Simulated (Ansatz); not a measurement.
Wanted: the native input for an Ansatz 0.2.0 run.

| Property | Result |
| --- | --- |
| Task | relaxation of cell and atoms |
| Functional | PBE |
| Potentials or basis | Ansatz PAW |
| Cutoff | 420 eV (not typed: the program's choice for these potentials) |
| k mesh | 12 × 12 × 12 |
| Occupations | fermi-dirac, width 0.05 eV |
| Spin | no spin polarisation |

Crystal: Pd.

```
Pd
1.0
     0.00000    1.94650    1.94650
     1.94650    0.00000    1.94650
     1.94650    1.94650    0.00000
Pd
1
Direct
  0.00000 0.00000 0.00000
```

One way to write it, as run:

input.yaml

```yaml
crystal:
  lattice:
    - [0.0, 1.9465, 1.9465]
    - [1.9465, 0.0, 1.9465]
    - [1.9465, 1.9465, 0.0]
  atoms:
    - { symbol: Pd, position: [0.0, 0.0, 0.0] }
hamiltonian:
  xc: pbe
  pseudopotentials: { kind: paw }
kpoints:
  mp_grid: { grid: [12, 12, 12] }
scf:
  occupations: { method: fermi_dirac, width: 0.05 }
output:
  forces: true
  stress: true
  write_density: true
  write_potential: true
  elf: true
  volumetric_format: npy
relax:
  f_tol: 0.01
  max_steps: 40
  cell: { stress_tol: 0.05 }
```

Potentials or basis: Ansatz PAW.

The run is started by

```console
$ ansatz run input.yaml --threads 2 --pin off --max-ram 5120MiB --backend cpu --events-out ev --progress --plain --runs-dir out
```

Results of the run:

| Property | Result |
| --- | --- |
| Relaxed volume | 15.32 Å³/atom |
| Relaxed cell | a = 2.787 Å, b = 2.787 Å, c = 2.787 Å, α = 60.00°, β = 60.00°, γ = 60.00° |
| Space group after relaxing (to 0.05 Å) | Fm-3m (No. 225) |
| Energy gained by relaxing | 11.7 meV/atom |
| Ionic steps | 5 |
| Pressure after relaxing | 0.0 GPa |
| Band gap on the k mesh | none (metal or under the smearing width) |

Caveat: the plane-wave basis is chosen anew once the cell has moved, so the energies of steps on either side of that aren't comparable.

It took 2.6 s on 2 threads of Arm Neoverse V1, on a shared host, peak memory 0.27 GiB.
